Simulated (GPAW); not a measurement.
# Ru (P6_3/mmc) in GPAW: a series of runs

One crystal, Ru, is run at these levels: PBEsol+D4, revPBE+D4, BLYP+D3(BJ), RPBE; tasks: relaxation of cell and atoms.

All numbers are computed with GPAW 26.7.0; they aren't measurements. Logs are shortened: lines on timing, memory, paths and dates and some standing lists are left out, and cuts for length are marked. The log counts tension as positive stress, the text compression.

### Step 1. Starting point

Symmetry: P6_3/mmc, No. 194, hexagonal system. Conventional cell: a = 2.706 Å, b = 2.706 Å, c = 4.282 Å, α = 90.00°, β = 90.00°, γ = 120.00°. Around Ru (site symmetry -6m2) lie 12 Ru at 2.65 to 2.71 Å.

### Step 2. Relaxation of cell and atoms, PBEsol+D4

Contents of run.py:

```python
from ase import Atoms
from ase.calculators.mixing import SumCalculator
from ase.filters import FrechetCellFilter
from ase.io import write
from ase.optimize import BFGS
from dftd4.ase import DFTD4
from gpaw import GPAW, PW, setup_paths

setup_paths.insert(0, '.')

atoms = Atoms(['Ru', 'Ru'],
              cell=[[2.7058, 0.0, 0.0],
                    [-1.3529, 2.3432915376, 0.0],
                    [0.0, 0.0, 4.2819]],
              scaled_positions=[[0.6666666667, 0.3333333333, 0.75],
                                [0.3333333333, 0.6666666667, 0.25]],
              pbc=True)

calc = GPAW(mode=PW(600),
            xc='PBEsol',
            kpts={'size': (8, 8, 5), 'gamma': True},
            occupations={'name': 'fermi-dirac', 'width': 0.05},
            nbands=29,
            convergence={'density': 1e-05, 'energy': 1e-05},
            maxiter=150,
            txt='gpaw.txt')
atoms.calc = SumCalculator([calc, DFTD4(method='pbesol')])
opt = BFGS(FrechetCellFilter(atoms), trajectory='relax.traj', logfile='-')
done = opt.run(fmax=0.02, steps=40)
calc.write('gs.gpw')
write('result.traj', atoms)
print('Converged:', done)
print('Cell:', atoms.cell.cellpar().round(4))
print('Volume:', round(atoms.get_volume(), 4))
print(atoms.get_scaled_positions().round(5))
```

Potentials or basis: PAW data sets generated in the run's folder for this functional, pw.

The run is started by

```
gpaw-setup -f PBEsol Ru
OMP_NUM_THREADS=1 python run.py
```

gpaw.txt:

```text
__  _  _
 | _ |_)|_||  |
 |__||  | ||/\| - 26.7.0

Input parameters:
  mode=PW(ecut=600.0),
  convergence={'density': 1e-05, 'energy': 1e-05},
  kpts=MonkhorstPack(size=(8, 8, 5), gamma=True),
  maxiter=150,
  nbands=29,
  occupations=Occupations(name='fermi-dirac', width=0.05),
  xc=XC(name='PBEsol')

Diagonalizing LCAO Hamiltonian
Converting LCAO to pw mode

          Ru

        Ru

Atoms  # Å, Bohr magnetons
|   | symbol |         x |        y |        z |    initial magnetic moments |
|---|--------|-----------|----------|----------|-----------------------------|
| 0 |     Ru |  1.352900 | 0.781097 | 3.211425 | ( 0.0000,  0.0000,  0.0000) |
| 1 |     Ru | -0.000000 | 1.562194 | 1.070475 | ( 0.0000,  0.0000,  0.0000) |

Unit cell  # Å
| periodic |         x |        y |        z |  lengths |     angles |
|----------|-----------|----------|----------|----------|------------|
|      yes |  2.705800 | 0.000000 | 0.000000 | 2.705800 |  90.000000 |
|      yes | -1.352900 | 2.343292 | 0.000000 | 2.705800 |  90.000000 |
|      yes |  0.000000 | 0.000000 | 4.281900 | 4.281900 | 120.000000 |

Number of symmetries: 12
Symmetry operations  # r_c * U_cc + t_c -> r_c
|    | kind |            matrix            |
|----|------|------------------------------|
|  0 |  σ   |  1, 1, 0,  0,-1, 0,  0, 0, 1 |
|  1 |  S6  |  1, 1, 0, -1, 0, 0,  0, 0,-1 |
|  2 |  E   |  1, 0, 0,  0, 1, 0,  0, 0, 1 |
|  3 |  C2  |  1, 0, 0, -1,-1, 0,  0, 0,-1 |
|  4 |  C2  |  0, 1, 0,  1, 0, 0,  0, 0,-1 |
|  5 |  C3  |  0, 1, 0, -1,-1, 0,  0, 0, 1 |
|  6 |  S6  |  0,-1, 0,  1, 1, 0,  0, 0,-1 |
|  7 |  σ   |  0,-1, 0, -1, 0, 0,  0, 0, 1 |
|  8 |  σ   | -1, 0, 0,  1, 1, 0,  0, 0, 1 |
|  9 |  i   | -1, 0, 0,  0,-1, 0,  0, 0,-1 |
| 10 |  C3  | -1,-1, 0,  1, 0, 0,  0, 0, 1 |
| 11 |  C2  | -1,-1, 0,  0, 1, 0,  0, 0,-1 |
[... 102 lines left out ...]
convergence criteria:
- Maximum integral of absolute [dens]ity change: 1e-05 electrons / valence electron
- Maximum [total energy] change in last 3 cyles: 1e-05 eV / valence electron
- Maximum integral of absolute [eigenst]ate change: 4e-08 eV^2 / valence electron
maximum number of iterations: 150

SCF iterations
|iter     | |      energy | eigst |  dens |
|---------|-|-------------|-------|-------|
|iter:   1| |  -22.584376 | +0.20 |       |
|iter:   2| |  -22.220315 | -2.62 | -1.06 |
|iter:   3| |  -20.842322 | -1.60 | -1.11 |
|iter:   4| |  -20.835195 | -3.97 | -2.11 |
|iter:   5| |  -20.832525 | -4.14 | -2.38 |
|iter:   6| |  -20.832542 | -6.40 | -3.59 |
|iter:   7| |  -20.832547c| -7.01 | -3.94 |
|iter:   8| |  -20.832547c| -7.69c| -4.74 |
|iter:   9| |  -20.832547c| -8.16c| -5.11c|

Converged in 9 steps
Energy contributions relative to reference atoms: (reference = -246364.077492)

Energy contributions:
  Kinetic:         -10.872066
  Coulomb:           2.973523
  Zero:             -0.383408
  External:          0.000000
  Xc:              -12.545917
  Entropy:          -0.009357
  Spinorbit:         0.000000
  ----------------------------
  Free energy:     -20.837226
  Extrapolated:    -20.832547

dipole moment: (0.000000, 0.000000, 0.000001)  # |e|*Ang
[... 26 lines left out ...]
No gap
No difference between direct/indirect transitions

Stress tensor  # eV/Ang^3
|         x |         y |         z |
|-----------|-----------|-----------|
|  0.044252 | -0.000000 |  0.000000 |
| -0.000000 |  0.044252 | -0.000000 |
|  0.000000 | -0.000000 |  0.051284 |

Forces  # eV/Ang
|       x |        y |        z |
|---------|----------|----------|
| 0.00000 | -0.00000 | -0.00007 |  # Ru   0
| 0.00000 | -0.00000 |  0.00007 |  # Ru   1

Interpolating wave functions to new cell

          Ru

        Ru

Atoms  # Å, Bohr magnetons
|   | symbol |         x |        y |        z |    initial magnetic moments |
|---|--------|-----------|----------|----------|-----------------------------|
| 0 |     Ru |  1.344427 | 0.776205 | 3.189152 | ( 0.0000,  0.0000,  0.0000) |
| 1 |     Ru | -0.000000 | 1.552410 | 1.063052 | ( 0.0000,  0.0000,  0.0000) |

Unit cell  # Å
[... 32 lines left out ...]
  Xc:              -13.307483
  Entropy:          -0.009214
  Spinorbit:         0.000000
  ----------------------------
  Free energy:     -20.850460
  Extrapolated:    -20.845853

dipole moment: (0.000000, 0.000000, 0.000001)  # |e|*Ang
[... 7 lines left out ...]
|          9 |         7.335 |     2.000 |
|         10 |        11.001 |     2.000 |
|         11 |        11.001 |     2.000 |
|         12 |        11.185 |     2.000 |
|         13 |        11.706 |     2.000 |
|         14 |        11.706 |     2.000 |
[... 8 lines left out ...]
|         23 |        32.268 |     0.000 |
|         24 |        37.253 |     0.000 |
|        ... |               |           |
|         28 |        38.845 |     0.000 |

No gap
No difference between direct/indirect transitions

Stress tensor  # eV/Ang^3
|         x |         y |        z |
|-----------|-----------|----------|
|  0.006087 | -0.000000 | 0.000000 |
| -0.000000 |  0.006087 | 0.000000 |
|  0.000000 |  0.000000 | 0.008883 |

Forces  # eV/Ang
|        x |        y |        z |
|----------|----------|----------|
| -0.00000 |  0.00000 |  0.00013 |  # Ru   0
|  0.00000 | -0.00000 | -0.00013 |  # Ru   1

Interpolating wave functions to new cell

          Ru

        Ru

Atoms  # Å, Bohr magnetons
|   | symbol |         x |        y |        z |    initial magnetic moments |
|---|--------|-----------|----------|----------|-----------------------------|
| 0 |     Ru |  1.338480 | 0.772772 | 3.173637 | ( 0.0000,  0.0000,  0.0000) |
| 1 |     Ru | -0.000000 | 1.545543 | 1.057876 | ( 0.0000,  0.0000,  0.0000) |

Unit cell  # Å
| periodic |         x |         y |         z |  lengths |     angles |
|----------|-----------|-----------|-----------|----------|------------|
|      yes |  2.676959 |  0.000000 | -0.000000 | 2.676959 |  90.000000 |
|      yes | -1.338480 |  2.318315 | -0.000000 | 2.676959 |  90.000000 |
|      yes | -0.000000 | -0.000000 |  4.231513 | 4.231513 | 120.000000 |
[... 179 lines left out ...]
No gap
No difference between direct/indirect transitions

Stress tensor  # eV/Ang^3
|         x |         y |         z |
|-----------|-----------|-----------|
| -0.023026 |  0.000000 | -0.000000 |
|  0.000000 | -0.023026 |  0.000000 |
| -0.000000 |  0.000000 | -0.023390 |

Forces  # eV/Ang
|        x |        y |        z |
|----------|----------|----------|
|  0.00000 | -0.00000 | -0.00019 |  # Ru   0
| -0.00000 |  0.00000 |  0.00019 |  # Ru   1

Interpolating wave functions to new cell

          Ru

        Ru

Atoms  # Å, Bohr magnetons
|   | symbol |         x |        y |        z |    initial magnetic moments |
|---|--------|-----------|----------|----------|-----------------------------|
| 0 |     Ru |  1.338737 | 0.772920 | 3.174389 | ( 0.0000,  0.0000,  0.0000) |
| 1 |     Ru | -0.000000 | 1.545840 | 1.058130 | ( 0.0000,  0.0000,  0.0000) |

Unit cell  # Å
| periodic |         x |         y |         z |  lengths |     angles |
|----------|-----------|-----------|-----------|----------|------------|
|      yes |  2.677474 |  0.000000 | -0.000000 | 2.677474 |  90.000000 |
|      yes | -1.338737 |  2.318761 | -0.000000 | 2.677474 |  90.000000 |
|      yes | -0.000000 | -0.000000 |  4.232519 | 4.232519 | 120.000000 |
[... 116 lines left out ...]
xc functional:
  name: PBEsol with 2 nearest neighbor stencil

convergence criteria:
- Maximum integral of absolute [dens]ity change: 1e-05 electrons / valence electron
- Maximum [total energy] change in last 3 cyles: 1e-05 eV / valence electron
- Maximum integral of absolute [eigenst]ate change: 4e-08 eV^2 / valence electron
maximum number of iterations: 150

SCF iterations
|iter     | |      energy | eigst |  dens |
|---------|-|-------------|-------|-------|
|iter:   1| |  -20.842700 | -4.84 |       |
|iter:   2| |  -20.842695 | -7.53c| -3.42 |
|iter:   3| |  -20.842688c| -6.43 | -3.47 |
|iter:   4| |  -20.842690c| -8.15c| -4.37 |
|iter:   5| |  -20.842691c| -8.25c| -4.59 |
|iter:   6| |  -20.842691c| -9.45c| -5.52c|

Converged in 6 steps
Energy contributions relative to reference atoms: (reference = -246364.077492)

Energy contributions:
  Kinetic:          -3.838770
  Coulomb:          -2.740924
  Zero:             -0.422572
  External:          0.000000
  Xc:              -13.835856
  Entropy:          -0.009139
  Spinorbit:         0.000000
  ----------------------------
  Free energy:     -20.847261
  Extrapolated:    -20.842691
[... 28 lines left out ...]
No gap
No difference between direct/indirect transitions

Stress tensor  # eV/Ang^3
|         x |         y |         z |
|-----------|-----------|-----------|
| -0.021720 |  0.000000 |  0.000000 |
|  0.000000 | -0.021720 |  0.000000 |
|  0.000000 |  0.000000 | -0.021855 |

Forces  # eV/Ang
|       x |        y |        z |
|---------|----------|----------|
| 0.00000 |  0.00000 |  0.00006 |  # Ru   0
| 0.00000 | -0.00000 | -0.00006 |  # Ru   1

# Writing to gs.gpw (mode='')
```

It took 69 s on 1 thread of Arm Neoverse V1, shared host; peak memory 0.18 GiB.

What came out:

```yaml
Free_energy: -21.4753 eV
Relaxed_volume: 13.14 Å³/atom
Relaxed_cell: a = 2.677 Å, b = 2.677 Å, c = 4.233 Å, α = 90.00°, β = 90.00°, γ = 120.00°
Space_group_after_relaxing_to_0.05_Å: P6_3/mmc (No. 194)
Energy_gained_by_relaxing: 14.3 meV/atom
Ionic_steps: 4
Pressure_after_relaxing: 0.0 GPa
Band_gap_on_the_k_mesh: none (metal or under the smearing width)
Dispersion_energy_per_atom: -0.314 eV
```

Step by step:
```
step  energy change (eV)  largest force (eV/Å)  pressure (GPa)  volume (Å³)
   1              0.0000                0.0001          -10.75        27.15
   2             -0.0243                0.0001           -4.53        26.62
   3             -0.0285                0.0002            0.22        26.26
   4             -0.0286                0.0001            0.00        26.28
```

Final structure:
```cif
data_structure
_symmetry_space_group_name_H-M 'P 1'
_symmetry_Int_Tables_number 1
_cell_length_a 2.6775
_cell_length_b 2.6775
_cell_length_c 4.2325
_cell_angle_alpha 90.000
_cell_angle_beta 90.000
_cell_angle_gamma 120.000
_cell_volume 26.28
loop_
_atom_site_label
_atom_site_type_symbol
_atom_site_fract_x
_atom_site_fract_y
_atom_site_fract_z
_atom_site_occupancy
Ru1 Ru 0.66667 0.33333 0.75000 1
Ru2 Ru 0.33333 0.66667 0.25000 1
```

Levels at points of the mesh, in eV from the Fermi level:
```tsv
k point	band 14	band 15	band 16	band 17	band 18	band 19
(0.00, 0.00, 0.00)	-1.99	-1.99	-1.45	-1.45	1.25	1.25
(0.50, 0.50, 0.00)	-1.85	-1.57	1.52	1.97	2.04	4.26
```

Caveat: later steps reuse the first step's grids; pairwise dispersion overbinds metals, which lowers pressure and volume.

[end of part 1 of 2]
